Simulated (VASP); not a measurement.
# Nb3Sn (Pm-3n) in VASP: band structure with PBE+TS

Aim: the band structure of Nb3Sn with PBE+TS.

Program: VASP 6.6.1. These are calculated values, not measurements. Logs are shortened: lines on timing, memory, paths and dates and some standing lists are left out, and cuts for length are marked.

## 1. The structure

It takes space group Pm-3n (No. 223, cubic). The conventional cell has a = 5.282 Å, b = 5.282 Å, c = 5.282 Å, α = 90.00°, β = 90.00°, γ = 90.00°. Around Sn (site symmetry m-3) lie 12 Nb at 2.95 Å. Nb (site symmetry -4m2) has 2 Nb at 2.64 Å and 4 Sn at 2.95 Å as nearest neighbours.

## 2. Band structure, PBE+TS

POSCAR

```
Nb3Sn
1.0
    5.2821000000      0.0000000000      0.0000000000
    0.0000000000      5.2821000000      0.0000000000
    0.0000000000      0.0000000000      5.2821000000
Sn Nb
2 6
Direct
    0.5000000000      0.5000000000      0.5000000000
    0.0000000000      0.0000000000      0.0000000000
    0.0000000000      0.5000000000      0.2500000000
    0.0000000000      0.5000000000      0.7500000000
    0.5000000000      0.2500000000      0.0000000000
    0.7500000000      0.0000000000      0.5000000000
    0.5000000000      0.7500000000      0.0000000000
    0.2500000000      0.0000000000      0.5000000000
```

INCAR.step1

```
  PREC = Accurate
  ENCUT = 520
  EDIFF = 1E-6
  ISMEAR = 1
  SIGMA = 0.2
  LREAL = F
  LASPH = T
  NELM = 60
  ALGO = Normal
  ISIF = 2
  LWAVE = F
  LCHARG = T
  LMAXMIX = 4
  GGA = PE
  IVDW = 2
```

KPOINTS.step1

```
regular mesh
0
Gamma
  5 5 5
```

INCAR.step2

```
  PREC = Accurate
  ENCUT = 520
  EDIFF = 1E-6
  ISMEAR = 0
  SIGMA = 0.05
  LREAL = F
  LASPH = T
  NELM = 60
  ALGO = Normal
  ISIF = 2
  LWAVE = F
  LCHARG = F
  LMAXMIX = 4
  GGA = PE
  IVDW = 2
  ICHARG = 11
```

KPOINTS.step2

```
path GXMGRX,MR
15
line-mode
reciprocal
 0.0000000000  0.0000000000  0.0000000000  G
 0.0000000000  0.5000000000  0.0000000000  X

 0.0000000000  0.5000000000  0.0000000000  X
 0.5000000000  0.5000000000  0.0000000000  M

 0.5000000000  0.5000000000  0.0000000000  M
 0.0000000000  0.0000000000  0.0000000000  G

 0.0000000000  0.0000000000  0.0000000000  G
 0.5000000000  0.5000000000  0.5000000000  R

 0.5000000000  0.5000000000  0.5000000000  R
 0.0000000000  0.5000000000  0.0000000000  X

 0.5000000000  0.5000000000  0.0000000000  M
 0.5000000000  0.5000000000  0.5000000000  R
```

Potentials or basis: VASP PAW PBE potentials, release 54 (Sn_d, Nb_sv).

Run with:

```
cat potpaw_PBE.54/Sn_d/POTCAR potpaw_PBE.54/Nb_sv/POTCAR > POTCAR
cp INCAR.step1 INCAR
cp KPOINTS.step1 KPOINTS
mpirun -np 1 vasp_std > vasp.out
cp INCAR.step2 INCAR
cp KPOINTS.step2 KPOINTS
mpirun -np 1 vasp_std > vasp.out
```

OUTCAR:

```text
PREC = Accurate
   ENCUT = 520
   EDIFF = 1E-6
   ISMEAR = 0
   LREAL = F
   LASPH = T
   NELM = 60
   ISIF = 2
   GGA = PE
   IVDW = 2
   ICHARG = 11
  IVDW =   2

 ion  position               nearest neighbor table
   1  0.500  0.500  0.500-   3 2.95   4 2.95   5 2.95   6 2.95   7 2.95   8 2.95   5 2.95   7 2.95
                             6 2.95   8 2.95   3 2.95   4 2.95
   2  0.000  0.000  0.000-   3 2.95   4 2.95   5 2.95   6 2.95   7 2.95   8 2.95   6 2.95   8 2.95
                             3 2.95   4 2.95   5 2.95   7 2.95
   3  0.000  0.500  0.250-   4 2.64   4 2.64   1 2.95   2 2.95   2 2.95   1 2.95
   4  0.000  0.500  0.750-   3 2.64   3 2.64   1 2.95   2 2.95   2 2.95   1 2.95
   5  0.500  0.250  0.000-   7 2.64   7 2.64   1 2.95   1 2.95   2 2.95   2 2.95
   6  0.750  0.000  0.500-   8 2.64   8 2.64   1 2.95   2 2.95   1 2.95   2 2.95
   7  0.500  0.750  0.000-   5 2.64   5 2.64   1 2.95   1 2.95   2 2.95   2 2.95
   8  0.250  0.000  0.500-   6 2.64   6 2.64   1 2.95   2 2.95   1 2.95   2 2.95

  LATTYP: Found a simple cubic cell.
 ALAT       =     5.2821000000

  Lattice vectors:

 A1 = (   5.2821000000,   0.0000000000,   0.0000000000)
 A2 = (   0.0000000000,   5.2821000000,   0.0000000000)
 A3 = (   0.0000000000,   0.0000000000,   5.2821000000)

Analysis of symmetry for initial positions (statically):
=====================================================================
 Subroutine PRICEL returns:
 Original cell was already a primitive cell.

 Routine SETGRP: Setting up the symmetry group for a
 simple cubic supercell.

 Subroutine GETGRP returns: Found 48 space group operations
 (whereof 24 operations were pure point group operations)
 out of a pool of 48 trial point group operations.

The static configuration has the point symmetry T_h .
 The point group associated with its full space group is O_h .

Analysis of symmetry for dynamics (positions and initial velocities):
=====================================================================
 Subroutine PRICEL returns:
 Original cell was already a primitive cell.

 Routine SETGRP: Setting up the symmetry group for a
 simple cubic supercell.

 Subroutine GETGRP returns: Found 48 space group operations
 (whereof 24 operations were pure point group operations)
 out of a pool of 48 trial point group operations.

The dynamic configuration has the point symmetry T_h .
 The point group associated with its full space group is O_h .

 Subroutine INISYM returns: Found 48 space group operations
 (whereof 24 operations are pure point group operations),
 and found     1 'primitive' translations

----------------------------------------------------------------------------------------

                                     Primitive cell

  volume of cell :     147.3737

  direct lattice vectors                    reciprocal lattice vectors
     5.282100000  0.000000000  0.000000000     0.189318642  0.000000000  0.000000000
     0.000000000  5.282100000  0.000000000     0.000000000  0.189318642  0.000000000
     0.000000000  0.000000000  5.282100000     0.000000000  0.000000000  0.189318642

  length of vectors
     5.282100000  5.282100000  5.282100000     0.189318642  0.189318642  0.189318642

  position of ions in fractional coordinates (direct lattice)
     0.500000000  0.500000000  0.500000000
     0.000000000  0.000000000  0.000000000
     0.000000000  0.500000000  0.250000000
     0.000000000  0.500000000  0.750000000
     0.500000000  0.250000000  0.000000000
     0.750000000  0.000000000  0.500000000
     0.500000000  0.750000000  0.000000000
     0.250000000  0.000000000  0.500000000

  ion indices of the primitive-cell ions
   primitive index   ion index
                 1           1
                 2           2
                 3           3
                 4           4
                 5           5
                 6           6
                 7           7
                 8           8

----------------------------------------------------------------------------------------

 KPOINTS: path GXMGRX,MR

Interpolating k-points between supplied coordinates.

 Line segments in fractional coordinates (reciprocal lattice):
    0.000000  0.000000  0.000000  ...  0.000000  0.500000  0.000000
    0.000000  0.500000  0.000000  ...  0.500000  0.500000  0.000000
    0.500000  0.500000  0.000000  ...  0.000000  0.000000  0.000000
    0.000000  0.000000  0.000000  ...  0.500000  0.500000  0.500000
    0.500000  0.500000  0.500000  ...  0.000000  0.500000  0.000000
    0.500000  0.500000  0.000000  ...  0.500000  0.500000  0.500000

 Generated    15 points on each line segment, for a total of     90 k-points:

 Following reciprocal coordinates:
            Coordinates               Weight
  0.000000  0.000000  0.000000      0.011111
  0.000000  0.035714  0.000000      0.011111
  0.000000  0.071429  0.000000      0.011111
  0.000000  0.107143  0.000000      0.011111
  0.000000  0.142857  0.000000      0.011111
  0.000000  0.178571  0.000000      0.011111
[... 16 lines left out ...]
  0.250000  0.500000  0.000000      0.011111
  0.285714  0.500000  0.000000      0.011111
 [... further k-points ...]
   k-points           NKPTS =     90   k-points in BZ     NKDIM =     90   number of bands    NBANDS=     63
   number of dos      NEDOS =    301   number of ions     NIONS =      8
   total plane-waves  NPLWV =  64000
   dimension x,y,z NGX =    40 NGY =   40 NGZ =   40
   dimension x,y,z NGXF=    80 NGYF=   80 NGZF=   80
   ions per type =               2   6
   NGX,Y,Z   is equivalent  to a cutoff of  12.59, 12.59, 12.59 a.u.
   NGXF,Y,Z  is equivalent  to a cutoff of  25.18, 25.18, 25.18 a.u.
 SYSTEM =  unknown system
   PREC   = accura    normal or accurate (medium, high low for compatibility)
   ISTART =      0    job   : 0-new  1-cont  2-samecut
   ICHARG =     11    charge: 1-file 2-atom 10-const
   ISPIN  =      1    spin polarized calculation?
   LNONCOLLINEAR =      F non collinear calculations
   LSORBIT =      F    spin-orbit coupling
   LASPH  =      T    aspherical Exc in radial PAW
   ENCUT  =  520.0 eV  38.22 Ry    6.18 a.u.   9.82  9.82  9.82*2*pi/ulx,y,z
   NELM   =     60;   NELMIN=  2; NELMDL=  0     # of ELM steps
   EDIFF  = 0.1E-05   stopping-criterion for ELM
   LREAL  =      F    real-space projection
   EDIFFG = 0.1E-04   stopping-criterion for IOM
   NSW    =      0    number of steps for IOM
   IBRION =     -1    ionic relax: 0-MD 1-quasi-New 2-CG
   NFREE  =      0    steps in history (QN), initial steepest desc. (CG)
   ISIF   =      2    stress and relaxation
   ISYM   =      2    0-nonsym 1-usesym 2-fastsym
   POTIM  = 0.5000    time-step for ionic-motion
   TEBEG  =    0.0;   TEEND  =   0.0 temperature during run
   PSTRESS=    0.0 pullay stress
   NELECT =     106.0000    total number of electrons
   NUPDOWN=      -1.0000    fix difference up-down
   EMIN   =  10.00;   EMAX   =-10.00  energy-range for DOS
   EFERMI =   0.00;   METHOD = LEGACY
   ISMEAR =     0;   SIGMA  =   0.05  broadening in eV -4-tet -1-fermi 0-gaus
   EFERMI_NEDOS =   21; number of points for ismear=-14 and -15
   IALGO  =     38    algorithm
   IMIX   =      4    mixing-type and parameters
     AMIX     =   0.40;   BMIX     =  1.00
     AMIX_MAG =   1.60;   BMIX_MAG =  1.00
  volume/ion in A,a.u.               =      18.42       124.32
  Fermi-wavevector in a.u.,A,eV,Ry     =   1.466798  2.771845 29.272866  2.151495
  Thomas-Fermi vector in A             =   2.582492
   LORBIT       =      0    0 simple, 1 ext, 2 COOP (PROOUT), +10 PAW based schemes
   GGA     = PE    functional components
   LHFCALC =     F    Hartree Fock is set to
   AEXX    =    0.0000 exact exchange contribution
   IVDW    =     2    specifies the selected vdW correction
   LEPSILON=     F    determine dielectric tensor
   LRPA    =     F    only Hartree local field effects (RPA)
 non-spin polarized calculation
 Gauss-broadening in eV      SIGMA  =   0.05
  energy-cutoff  :      520.00
  volume of cell :      147.37
 maximum number of plane-waves:      3990
 NGX is ok and might be reduce to    40

 number of electron     106.0000022 magnetization

 Free energy of the ion-electron system (eV)
  ---------------------------------------------------
  ext. energy  EPLUGINS =         0.00000000
  ---------------------------------------------------
  free energy    TOTEN  =       -69.95162275 eV

  energy without entropy =      -69.92393637  energy(sigma->0) =      -69.93777956

 E-fermi :  11.5233     XC(G=0): -12.3662

 val. band max:       11.5229497728   @ k =   0.4643   0.4643   0.4643
 cond. band min:      11.5239498760   @ k =   0.4286   0.5000   0.4286
 fundamental gap:      0.0010001032
 Fermi energy:        11.5232629001

 k-point     1 :       0.0000    0.0000    0.0000
  band No.  band energies     occupation
      1     -43.1166      2.00000
      2     -43.0435      2.00000
      3     -43.0435      2.00000
      4     -42.8211      2.00000
      5     -42.8211      2.00000
      6     -42.8211      2.00000
[... 55 lines left out ...]
     62      15.1654      0.00000
     63      15.2887      0.00000

 k-point     2 :       0.0000    0.0357    0.0000
  band No.  band energies     occupation
      1     -43.1162      2.00000
      2     -43.0437      2.00000
      3     -43.0430      2.00000
      4     -42.8219      2.00000
      5     -42.8211      2.00000
      6     -42.8211      2.00000
[... 1441 lines left out ...]
     62      14.4268      0.00000
     63      14.6118      0.00000

 k-point    24 :       0.2857    0.5000    0.0000
  band No.  band energies     occupation
      1     -43.0698      2.00000
      2     -43.0286      2.00000
      3     -42.9445      2.00000
      4     -42.9418      2.00000
      5     -42.8672      2.00000
      6     -42.8211      2.00000
[... 55 lines left out ...]
     62      14.3353      0.00000
     63      14.7547      0.00000

 [... further k-points ...]

------------------------ aborting loop because EDIFF is reached ----------------------------------------

  Hirshfeld charges:
            ion         q(e)
   ------------------------------
      1     Sn      -0.10874471
      2     Sn      -0.10874471
      3     Nb       0.03624824
      4     Nb       0.03624824
      5     Nb       0.03624824
      6     Nb       0.03624824
      7     Nb       0.03624824
      8     Nb       0.03624824

  Tkatchenko/Scheffler method for vdW energy calculation

  Number of pair interactions contributing to vdW energy:  127974

  Edisp (eV):   -8.67530

  FORCE on cell =-STRESS in cart. coord.  units (eV):
  Direction    XX          YY          ZZ          XY          YZ          ZX
  --------------------------------------------------------------------------------------
  -------------------------------------------------------------------------------------
  Total     -12.27618   -12.27618   -12.27618    -0.00000    -0.00000    -0.00000
  in kB    -133.46085  -133.46085  -133.46085    -0.00000    -0.00000    -0.00000
  external pressure =     -133.46 kB  Pullay stress =        0.00 kB

 VOLUME and BASIS-vectors are now :
 -----------------------------------------------------------------------------
  energy-cutoff  :      520.00
  volume of cell :      147.37
      direct lattice vectors                 reciprocal lattice vectors
     5.282100000  0.000000000  0.000000000     0.189318642  0.000000000  0.000000000
     0.000000000  5.282100000  0.000000000     0.000000000  0.189318642  0.000000000
     0.000000000  0.000000000  5.282100000     0.000000000  0.000000000  0.189318642

 POSITION                                       TOTAL-FORCE (eV/Angst)
 -----------------------------------------------------------------------------------
      2.64105      2.64105      2.64105        -0.000000     -0.000000      0.000000
      0.00000      0.00000      0.00000        -0.000000     -0.000000      0.000000
      0.00000      2.64105      1.32052         0.000000     -0.000000     -0.000000
      0.00000      2.64105      3.96157        -0.000000     -0.000000      0.000000
      2.64105      1.32052      0.00000         0.000000     -0.000000     -0.000000
      3.96157      0.00000      2.64105        -0.000000      0.000000     -0.000000
      2.64105      3.96157      0.00000        -0.000000      0.000000      0.000000
      1.32052      0.00000      2.64105         0.000000      0.000000     -0.000000
 -----------------------------------------------------------------------------------
    total drift:                               -0.000000     -0.000000     -0.000000

  FREE ENERGIE OF THE ION-ELECTRON SYSTEM (eV)
  ---------------------------------------------------
  free  energy   TOTEN  =       -78.6269240682 eV

  energy  without entropy=      -78.5992376953  energy(sigma->0) =      -78.61308088
```

It took 6 min on 1 thread of Intel Xeon 6975P-C (Granite Rapids), shared host; peak memory 0.66 GiB.

What came out:

```yaml
Band_gap_along_the_path: none (metal or under the smearing width)
Dispersion_energy_per_atom: -1.084 eV
```

Levels at the corners of the path, in eV from the Fermi level:
```
point  band 50  band 51  band 52  band 53  band 54  band 55
    Γ    -0.53    -0.53    -0.53    -0.04    -0.04     2.41
    X    -0.99    -0.83    -0.83    -0.35    -0.35     1.56
    X    -0.99    -0.83    -0.83    -0.35    -0.35     1.56
    M     0.13     0.19     0.19     0.22     0.60     0.66
    M     0.13     0.19     0.19     0.22     0.60     0.66
    Γ    -0.53    -0.53    -0.53    -0.04    -0.04     2.41
    Γ    -0.53    -0.53    -0.53    -0.04    -0.04     2.41
    R     0.06     0.06     0.06     0.16     0.16     0.16
    R     0.06     0.06     0.06     0.16     0.16     0.16
    X    -0.99    -0.83    -0.83    -0.35    -0.35     1.56
    M     0.13     0.19     0.19     0.22     0.60     0.66
    R     0.06     0.06     0.06     0.16     0.16     0.16
```

Caveat: the log is that of the step along the path at fixed density, whose energy, stress, charges and moments have no meaning; atom-pairwise D2, TS and ULG terms overbind metals; spin-orbit coupling is left out, which moves the levels of the heavy elements; pairwise dispersion overbinds metals, which lowers pressure and volume.
